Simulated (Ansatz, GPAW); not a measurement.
# Ballistic transport through octane-1,8-dithiol between two Pd chains, from relaxation to T(E), part 3 of 5

Aim: the conductance of octane-1,8-dithiol between two Pd chains after relaxation, and whether geometry, basis or functional moves it most.

GPAW 26.7.0 and Ansatz 0.2.0; Ansatz plane waves; relaxation of the junction with the lead ends held; PAW set soft_1 (the session's first sound run).

So far, transmission at the Fermi level (one spin): step 3 (plane waves, PBE) 8.2e-4. Also conductance of the perfect lead (G₀): step 3 3.99.

### 4. GPAW, dzp

Localised orbitals split the wire into layers that couple to their neighbours alone, which is what the Green's function method needs; double zeta with polarisation is the usual level for numbers.

This step: GPAW LCAO, PAW setups; Landauer transmission from Green's functions with principal layers (ASE), zero bias (GPAW 26.7.0).

Input file run.py:

```python
import json
import numpy as np
from ase import Atoms
from ase.transport.calculators import TransportCalculator
from gpaw import GPAW, FermiDirac
from gpaw.lcao.tools import get_lcao_hamiltonian
from scipy.linalg import eigh

# The junction with lead layers at both ends, along the third cell vector
device = Atoms(
    ['Pd', 'Pd', 'Pd', 'Pd', 'Pd', 'Pd', 'Pd', 'Pd', 'S', 'H', 'C', 'H', 'H', 'C', 'H', 'H', 'C', 'H', 'H', 'C', 'H', 'H', 'C', 'H', 'H', 'C', 'H', 'H', 'C', 'H', 'H', 'C', 'H', 'S', 'Pd', 'Pd', 'Pd', 'Pd', 'Pd', 'Pd', 'Pd', 'Pd'],
    positions=[
        [6.30359, 4.79927, 1.25000],
        [6.30359, 4.79927, 3.75000],
        [6.30359, 4.79927, 6.25000],
        [6.30359, 4.79927, 8.75000],
        [6.30359, 4.79927, 11.25000],
        [6.30359, 4.79927, 13.75000],
        [5.03860, 5.17886, 15.87406],
        [6.78906, 4.60461, 17.57476],
        [6.69999, 5.64532, 19.49247],
        [6.38910, 3.60357, 20.80058],
        [6.04579, 4.64061, 20.90329],
        [4.94798, 4.64917, 20.84933],
        [7.63919, 5.27248, 22.22533],
        [6.53798, 5.26199, 22.22618],
        [6.22011, 6.31592, 22.26470],
        [6.34383, 3.47201, 23.44358],
        [6.03615, 4.53007, 23.48911],
        [4.93339, 4.52836, 23.49520],
        [7.65459, 5.15054, 24.79231],
        [6.55147, 5.15188, 24.80381],
        [6.25058, 6.21268, 24.84074],
        [6.36074, 3.38236, 26.04387],
        [6.05965, 4.44310, 26.08070],
        [4.95653, 4.44423, 26.09212],
        [7.67765, 5.06746, 27.38894],
        [6.57488, 5.06527, 27.39525],
        [6.26677, 6.12320, 27.44067],
        [6.39194, 3.27949, 28.61996],
        [6.07364, 4.33328, 28.65840],
        [4.97244, 4.32232, 28.65949],
        [7.66381, 4.94661, 30.03469],
        [6.56599, 4.95510, 29.98093],
        [6.22269, 5.99208, 30.08355],
        [5.91247, 3.95074, 31.39210],
        [5.83300, 4.99053, 33.31073],
        [7.59211, 4.41844, 35.00293],
        [6.30359, 4.79927, 37.11205],
        [6.30359, 4.79927, 39.61205],
        [6.30359, 4.79927, 42.11205],
        [6.30359, 4.79927, 44.61205],
        [6.30359, 4.79927, 47.11205],
        [6.30359, 4.79927, 49.61205]],
    cell=[[12.60717, 0.0, 0.0], [0.0, 9.59854, 0.0], [0.0, 0.0, 50.86205]],
    pbc=True)

# One principal layer of the lead: the first 5 atoms of the device
lead = Atoms(
    ['Pd', 'Pd', 'Pd', 'Pd', 'Pd'],
    positions=[
        [6.30359, 4.79927, 1.25000],
        [6.30359, 4.79927, 3.75000],
        [6.30359, 4.79927, 6.25000],
        [6.30359, 4.79927, 8.75000],
        [6.30359, 4.79927, 11.25000]],
    cell=[[12.60717, 0.0, 0.0], [0.0, 9.59854, 0.0], [0.0, 0.0, 12.5]],
    pbc=True)

settings = dict(mode='lcao', basis='dzp', xc='PBE', h=0.2,
                occupations=FermiDirac(0.1), maxiter=250,
                mixer=dict(beta=0.1, nmaxold=8, weight=100.0),
                convergence=dict(density=0.0001))
energies = np.arange(-2, 2 + 1e-9, 0.025)
eta = 0.0001
n1, n2 = 1, 1
# k and -k transmit alike, so half of the mesh across the current serves
mesh = [(i, j) for i in range(n1) for j in range(n2) if (i, j) <= (-i % n1, -j % n2)]
weights = np.array([1 if (i, j) == (-i % n1, -j % n2) else 2 for i, j in mesh]) / (n1 * n2)


def ground_state(atoms, size, txt):
    atoms.calc = GPAW(kpts={'size': size, 'gamma': True}, symmetry={'tolerance': 1e-3}, txt=txt, **settings)
    atoms.get_potential_energy()
    return atoms.calc.get_fermi_level()


def blocks(atoms, fermi, points, nz, cells):
    """H - E_F S and S between cell 0 and the cells above it, at each point across the current."""
    kz = np.arange(nz) / nz
    calc = atoms.calc.fixed_density(kpts=[(*k, z) for k in points for z in kz], symmetry='off', txt=None)
    H, S = get_lcao_hamiltonian(calc)
    H = (H - fermi * S).reshape(len(H), len(points), nz, *S.shape[1:])
    S = S.reshape(H.shape[1:])
    phases = [np.exp(-2j * np.pi * kz * R) / nz for R in cells]
    return [(np.einsum('skzij,z->ksij', H, p), np.einsum('kzij,z->kij', S, p)) for p in phases]


def pair(a, b):
    return np.block([[a, b], [b.T.conj(), a]])


def count_channels(h, s, cells, nk=240):
    """Half the number of times that the lead's bands cross each energy, unfolded to its shortest repeat."""
    b = len(h) // cells
    bands = []
    for k in (np.arange(nk + 1) + 0.5) / nk:
        hk, sk = h[:b, :b].copy(), s[:b, :b].copy()
        for R in range(1, cells):
            phase, block = np.exp(2j * np.pi * k * R), slice(R * b, (R + 1) * b)
            hk += h[:b, block] * phase + (h[:b, block] * phase).T.conj()
            sk += s[:b, block] * phase + (s[:b, block] * phase).T.conj()
        w, u = eigh(sk)
        x = u[:, w > 1e-5] / w[w > 1e-5]**0.5  # drop near-dependent combinations
        bands.append(np.r_[eigh(x.T.conj() @ hk @ x, eigvals_only=True), [1e9] * (w <= 1e-5).sum()])
    below = np.array(bands)[:, :, None] < energies
    return (below[1:] != below[:-1]).sum((0, 1)) / 2


fermi_lead = ground_state(lead, (1, 1, 9), 'lead.txt')
fermi_device = ground_state(device, (1, 1, 2), 'device.txt')
T, channels, eigen, tail, misfit, shifts = [], [], [], 0.0, 0.0, []
for first in range(0, len(mesh), 62):
    points = [(i / n1, j / n2) for i, j in mesh[first:first + 62]]
    (H0k, S0k), (H1k, S1k), (H2k, _) = blocks(lead, fermi_lead, points, 5, range(3))
    [(Hk, Sk)] = blocks(device, fermi_device, points, 2, [0])
    tail = max(tail, abs(H2k).max())
    for H0, S0, H1, S1, H, S in zip(H0k, S0k, H1k, S1k, Hk, Sk):
        n = len(S0)
        # Shift the lead onto the potential of the device's first layer
        shift = ((H[:, 0, 0] - H0[:, 0, 0]) / S0[0, 0]).real.mean()
        shifts.append(shift)
        misfit = max(misfit, abs(H[:, :n, :n] - H0 - shift * S0).max())
        Tk, Ck, Ek = [], [], []
        for s in range(len(H)):
            t = s % len(H0)  # a lead without moments serves both spins
            h1, s1 = pair(H0[t] + shift * S0, H1[t] + shift * S1), pair(S0, S1)
            leads = dict(h1=h1, s1=s1, energies=energies, eta=eta, eta1=eta, eta2=eta)
            calc = TransportCalculator(h=H[s], s=S, eigenchannels=3, **leads)
            Tk.append(calc.get_transmission())
            Ek.append(np.sort(calc.eigenchannels_ne, axis=0)[::-1])
            Ck.append(count_channels(h1, s1, 10))
        T.append(Tk)
        channels.append(Ck)
        eigen.append(Ek)
T, channels = np.array(T), np.array(channels)
mean, open_channels = np.einsum('kse,k->se', T, weights), np.einsum('kse,k->se', channels, weights)

print(f'basis functions: device {len(S)}, principal layer {n}')
print(f'Fermi level: lead {fermi_lead:.4f} eV, device {fermi_device:.4f} eV; lead shifted by {np.mean(shifts):.4f} eV')
print(f'largest coupling past the next layer {tail:.2e} eV, largest misfit of the first layer {misfit:.3f} eV')
print('  E-E_F (eV)   ' + 'T (one spin)  channels')
for e, t, c in zip(energies, mean.T, open_channels.T):
    print(f'{e:10.3f}  ', *[f'{x:11.4e}' for x in t], *[f'{x:9.4f}' for x in c])

kT = 8.617333e-5 * 300
fine = np.linspace(energies[0], energies[-1], 4001)
both = np.exp(np.interp(fine, energies, np.log(np.maximum(mean.sum(0) * 2 / len(mean), 1e-30))))
fermi = lambda mu: 1 / (1 + np.exp(np.clip((fine - mu) / kT, -200, 200)))
slope = fermi(0) * (1 - fermi(0)) / kT
G = np.trapezoid(both * slope, fine) / 2
seebeck = -np.trapezoid(both * slope * fine, fine) / (2 * G * 300) * 1e6
print(f'conductance at 300 K: {G:.5g} G0 a cell; thermopower {seebeck:.4g} uV/K')
bias = [0.1, 0.2, 0.5, 1.0, 1.5, 2.0]
current = [38.74 * np.trapezoid(both * (fermi(V / 2) - fermi(-V / 2)), fine) for V in bias]
for V, I in zip(bias, current):
    print(f'current from the zero-bias T(E) at {V} V: {I:.5g} uA')
zero = abs(energies).argmin()
json.dump(dict(energies=energies.tolist(), T=mean.tolist(), channels=open_channels.tolist(), G=G, seebeck=seebeck,
               bias=bias, current=current, tail=tail, misfit=misfit, shift=np.mean(shifts), n_device=len(S), n_lead=n,
               fermi=[fermi_lead, fermi_device], energy=device.get_potential_energy(),
               moments=device.get_magnetic_moments().tolist(), mesh=mesh, weights=weights.tolist(),
               T_k=T[:, :, zero].tolist(), eigen=np.array(eigen[0]).tolist()), open('result.json', 'w'))
```

Started as:

```console
OMP_NUM_THREADS=1 OPENBLAS_NUM_THREADS=1 python run.py
```

The log of the run:

```text
basis functions: device 642, principal layer 135
Fermi level: lead -4.3634 eV, device -4.1385 eV; lead shifted by -0.0017 eV
largest coupling past the next layer 1.07e-04 eV, largest misfit of the first layer 0.058 eV
  E-E_F (eV)   T (one spin)  channels
    -2.000    6.6342e-03    3.0000
    -1.975    6.0032e-03    3.0000
    -1.950    5.6111e-03    3.0000
    -1.925    5.2407e-03    3.0000
    -1.900    4.6922e-03    3.0000
    -1.875    3.8687e-03    3.0000
    -1.850    2.8865e-03    3.0000
    -1.825    1.9805e-03    3.0000
    -1.800    1.3026e-03    3.0000
    -1.775    8.5944e-04    3.0000
    -1.750    5.8845e-04    3.0000
    -1.725    4.2582e-04    3.0000
    -1.700    3.2753e-04    3.0000
    -1.675    2.6718e-04    3.0000
    -1.650    2.2973e-04    3.0000
    -1.625    2.0668e-04    3.0000
[...]
1.825    3.2223e-05    1.0000
     1.850    3.0762e-05    1.0000
     1.875    2.9374e-05    1.0000
     1.900    2.8054e-05    1.0000
     1.925    2.6798e-05    1.0000
     1.950    2.5603e-05    1.0000
     1.975    2.4464e-05    1.0000
     2.000    2.3378e-05    1.0000
conductance at 300 K: 0.00096982 G0 a cell; thermopower -71.42 uV/K
current from the zero-bias T(E) at 0.1 V: 0.0078675 uA
current from the zero-bias T(E) at 0.2 V: 0.017913 uA
current from the zero-bias T(E) at 0.5 V: 0.062074 uA
current from the zero-bias T(E) at 1.0 V: 0.098354 uA
current from the zero-bias T(E) at 1.5 V: 0.13932 uA
current from the zero-bias T(E) at 2.0 V: 0.14723 uA
```

Run time: 9 min. Hardware: 1 thread of Intel Xeon 6975P-C (Granite Rapids), shared host; peak memory 2.6 GiB.

This step gave:

| Property | Result |
| --- | --- |
| conductance | 9.70e-4 G₀ |
| largest coupling past the next principal layer | 1.07e-4 eV |
| largest misfit of the first principal layer | 0.05816 eV |
| shift that aligns the lead | -0.001700 eV |
| basis functions of the junction | 642 |
| basis functions of a principal layer | 135 |
| transmission at the Fermi level (one spin) | 8.60e-4 |

One spin. Table of transmission, zone mean by energy, zero at the Fermi level:

```
energy (eV)  transmission, zone mean
     -2.000                  0.00663
     -1.800                  0.00130
     -1.600                   1.9e-4
     -1.400                   3.2e-4
     -1.200                   0.0859
     -1.175                    0.208
     -1.000                   1.2e-4
     -0.800                   2.6e-5
     -0.600                  0.00192
     -0.400                   2.9e-4
     -0.200                  0.00168
      0.000                   8.6e-4
      0.200                  0.00292
      0.400                  0.00124
      0.600                   5.8e-4
      0.800                   3.1e-4
      1.000                   1.8e-4
      1.200                   1.1e-4
      1.400                   7.4e-5
      1.600                   4.9e-5
      1.800                   3.4e-5
      2.000                   2.3e-5
```

Crossings of the lead's bands, unfolded to its shortest repeat. The open channels, zone mean by energy, zero at the Fermi level:

```csv
energy (eV),"open channels, zone mean"
-2.000,3
-1.900,3
-1.800,3
-1.700,3
-1.600,3
-1.500,3
-1.400,3
-1.300,3
-1.200,3
-1.100,3
-1.000,5
-0.900,5
-0.800,5
-0.700,5
-0.600,5
-0.500,5
-0.400,4
-0.300,4
-0.200,4
-0.100,4
0.000,4
0.100,4
0.200,1
0.300,1
0.400,1
0.500,1
0.600,1
0.700,1
0.800,1
0.900,1
1.000,1
1.100,1
1.200,1
1.300,1
1.400,1
1.500,1
1.600,1
1.700,1
1.800,1
1.900,1
2.000,1
```

Not self-consistent under bias; the bias window is split evenly. Current through one cell, from the zero-bias transmission against bias:

| bias (V) | current through one cell, from the zero-bias transmission (nA) |
| --- | --- |
| 0.100 | 7.87 |
| 0.200 | 17.9 |
| 0.500 | 62.1 |
| 1.000 | 98.4 |
| 1.500 | 139 |
| 2.000 | 147 |

The transmission of the three most open eigenchannels by energy, zero at the Fermi level:

| energy (eV) | channel 1 | channel 2 | channel 3 |
| --- | --- | --- | --- |
| -2.000 | 0.00663 | 1.4e-10 | 5.0e-12 |
| -1.800 | 0.00130 | 7.4e-9 | 3.8e-12 |
| -1.600 | 1.9e-4 | 4.3e-8 | 0 |
| -1.400 | 3.2e-4 | 7.7e-9 | 2.5e-11 |
| -1.200 | 0.0859 | 6.1e-8 | 1.8e-10 |
| -1.000 | 1.2e-4 | 9.4e-8 | 1.1e-9 |
| -0.800 | 2.5e-5 | 1.5e-6 | 1.7e-9 |
| -0.600 | 0.00192 | 1.9e-7 | 1.4e-8 |
| -0.400 | 2.9e-4 | 9.9e-8 | 2.9e-8 |
| -0.200 | 0.00168 | 2.9e-6 | 9.5e-10 |
| 0.000 | 8.6e-4 | 5.1e-7 | 6.1e-11 |
| 0.200 | 0.00292 | 0 | 0 |
| 0.400 | 0.00124 | 0 | 0 |
| 0.600 | 5.8e-4 | 0 | 0 |
| 0.800 | 3.1e-4 | 0 | 0 |
| 1.000 | 1.8e-4 | 0 | 0 |
| 1.200 | 1.1e-4 | 0 | 0 |
| 1.400 | 7.4e-5 | 0 | 0 |
| 1.600 | 4.9e-5 | 0 | 0 |
| 1.800 | 3.4e-5 | 0 | 0 |
| 2.000 | 2.3e-5 | 0 | 0 |

At the Fermi level T is 8.6e-4 against 8.2e-4 in plane waves. Couplings past the next layer reach 1.1e-4 eV, small enough to drop; the matrix elements of the cell's first layer differ from the bulk lead's by up to 0.058 eV. That layer keeps its own values in the calculation, and only beyond it is the lead taken as perfect. The Fermi levels of lead and junction count from different zeros of potential, one for each periodic cell; with both set to zero, the small remaining shift is what aligns them. By hand: G = 9.70e-4 × 77.48 μS = 0.0751 μS, a resistance of 13308 kΩ; at 0.1 V a linear junction would pass 0.00751 μA, and the integral over the bias window gives 0.00787 μA.

### 5. Single-zeta polarised basis

One radial function a shell plus polarisation makes the matrices smaller; the question is what that costs.

run.py, as its differences from that of step 4:

```diff
@@ -69,3 +69,3 @@
 
-settings = dict(mode='lcao', basis='dzp', xc='PBE', h=0.2,
+settings = dict(mode='lcao', basis='szp(dzp)', xc='PBE', h=0.2,
                 occupations=FermiDirac(0.1), maxiter=250,
```

The log of the run:

```text
basis functions: device 394, principal layer 75
Fermi level: lead -4.5243 eV, device -4.4596 eV; lead shifted by 0.0005 eV
largest coupling past the next layer 1.09e-04 eV, largest misfit of the first layer 0.061 eV
  E-E_F (eV)   T (one spin)  [channel counts left out]
    -2.000    1.5328e-03
    -1.975    1.4130e-03
    -1.950    1.2642e-03
[...]
1.975    3.5393e-05
     2.000    3.4536e-05
conductance at 300 K: 0.00058702 G0 a cell; thermopower -87.94 uV/K
current from the zero-bias T(E) at 0.1 V: 0.0048396 uA
current from the zero-bias T(E) at 0.2 V: 0.010787 uA
current from the zero-bias T(E) at 0.5 V: 0.029501 uA
current from the zero-bias T(E) at 1.0 V: 0.045059 uA
current from the zero-bias T(E) at 1.5 V: 0.065129 uA
current from the zero-bias T(E) at 2.0 V: 0.069196 uA
```

The job ended after 6.1 min (1 thread; peak memory 2.5 GiB).

This step gave:

```
conductance                                    : 5.87e-4 G₀
largest coupling past the next principal layer : 1.09e-4 eV
largest misfit of the first principal layer    : 0.06127 eV
shift that aligns the lead                     : 5.45e-4 eV
basis functions of the junction                : 394
basis functions of a principal layer           : 75
transmission at the Fermi level (one spin)     : 4.35e-4
```

One spin. Transmission, zone mean against energy, zero at the Fermi level:

| energy (eV) | transmission, zone mean |
| --- | --- |
| -2.000 | 0.00153 |
| -1.800 | 1.3e-4 |
| -1.600 | 1.0e-4 |
| -1.400 | 0.00781 |
| -1.350 | 0.0324 |
| -1.200 | 2.1e-5 |
| -1.000 | 6.2e-6 |
| -0.800 | 3.2e-5 |
| -0.600 | 0.00127 |
| -0.400 | 1.2e-4 |
| -0.200 | 6.0e-4 |
| 0.000 | 4.3e-4 |
| 0.200 | 0.00102 |
| 0.400 | 5.4e-4 |
| 0.600 | 3.0e-4 |
| 0.800 | 1.8e-4 |
| 1.000 | 1.2e-4 |
| 1.200 | 8.9e-5 |
| 1.400 | 6.7e-5 |
| 1.600 | 5.3e-5 |
| 1.800 | 4.2e-5 |
| 2.000 | 3.5e-5 |

The conductance, 5.9e-4 G₀, lies 39 % below that of the dzp run.

### 6. Minimal basis

One function for each valence shell of the setup, as for a first survey of a large system.

run.py, as its differences from that of step 5:

```diff
@@ -69,3 +69,3 @@
 
-settings = dict(mode='lcao', basis='szp(dzp)', xc='PBE', h=0.2,
+settings = dict(mode='lcao', basis='sz(dzp)', xc='PBE', h=0.2,
                 occupations=FermiDirac(0.1), maxiter=250,
```

The log of the run:

```text
basis functions: device 248, principal layer 60
Fermi level: lead -4.5462 eV, device -4.5114 eV; lead shifted by 0.0003 eV
largest coupling past the next layer 1.08e-04 eV, largest misfit of the first layer 0.046 eV
  E-E_F (eV)   T (one spin)  channels
    -2.000    4.3890e-04    3.0000
    -1.975    4.1343e-04    3.0000
    -1.950    3.8615e-04    3.0000
[...]
1.975    2.5369e-05    1.0000
     2.000    2.4848e-05    1.0000
conductance at 300 K: 0.00034515 G0 a cell; thermopower -87.5 uV/K
current from the zero-bias T(E) at 0.1 V: 0.0028601 uA
current from the zero-bias T(E) at 0.2 V: 0.0065119 uA
current from the zero-bias T(E) at 0.5 V: 0.018777 uA
current from the zero-bias T(E) at 1.0 V: 0.028353 uA
current from the zero-bias T(E) at 1.5 V: 0.039762 uA
current from the zero-bias T(E) at 2.0 V: 0.042168 uA
```

Run time: 4.4 min. Hardware: 1 thread; peak memory 2.4 GiB.

Numbers from this step:

```yaml
conductance: 3.45e-4 G₀
largest_coupling_past_the_next_principal_layer: 1.08e-4 eV
largest_misfit_of_the_first_principal_layer: 0.04556 eV
shift_that_aligns_the_lead: 3.35e-4 eV
basis_functions_of_the_junction: 248
basis_functions_of_a_principal_layer: 60
transmission_at_the_fermi_level_one_spin: 2.62e-4
```

The conductance, 3.5e-4 G₀, lies 64 % below that of the dzp run.

### 7. revPBE in the dzp basis: xc = "revPBE"

Back in the dzp basis, the functional changes from PBE to revPBE, to set the spread between functionals beside that between bases.

run.py, as its differences from that of step 6:

```diff
@@ -69,3 +69,3 @@
 
-settings = dict(mode='lcao', basis='sz(dzp)', xc='PBE', h=0.2,
+settings = dict(mode='lcao', basis='dzp', xc='revPBE', h=0.2,
                 occupations=FermiDirac(0.1), maxiter=250,
```

The log of the run:

```text
basis functions: device 642, principal layer 135
Fermi level: lead -4.2141 eV, device -4.0114 eV; lead shifted by -0.0018 eV
largest coupling past the next layer 1.03e-04 eV, largest misfit of the first layer 0.059 eV
  E-E_F (eV)   T (one spin)  [channel counts left out]
    -2.000    7.1480e-03
    -1.975    6.4855e-03
    -1.950    6.0643e-03
[...]
1.975    2.5418e-05
     2.000    2.4269e-05
conductance at 300 K: 0.00090929 G0 a cell; thermopower -71.74 uV/K
current from the zero-bias T(E) at 0.1 V: 0.0073949 uA
current from the zero-bias T(E) at 0.2 V: 0.016923 uA
current from the zero-bias T(E) at 0.5 V: 0.059635 uA
current from the zero-bias T(E) at 1.0 V: 0.095688 uA
current from the zero-bias T(E) at 1.5 V: 0.13892 uA
current from the zero-bias T(E) at 2.0 V: 0.14667 uA
```

Elapsed: 8.8 min, on 1 thread; peak memory 2.7 GiB.

Numbers from this step:

```
conductance                                    : 9.09e-4 G₀
largest coupling past the next principal layer : 1.03e-4 eV
largest misfit of the first principal layer    : 0.05858 eV
shift that aligns the lead                     : -0.001840 eV
basis functions of the junction                : 642
basis functions of a principal layer           : 135
transmission at the Fermi level (one spin)     : 8.00e-4
```

The conductance, 9.1e-4 G₀, lies 6.2 % below that of the dzp run.

(Part 3 of 5 ends here.)

[Logs are printed without paths, hosts, clocks, repeated set-up lines and the standing remarks that a program may print on its own settings, such as how far it seeks lower states.]

[Hosts, paths, dates, database ids (printed as entryN), source tags and the programs' standing remarks are cut or masked in the printed files.]
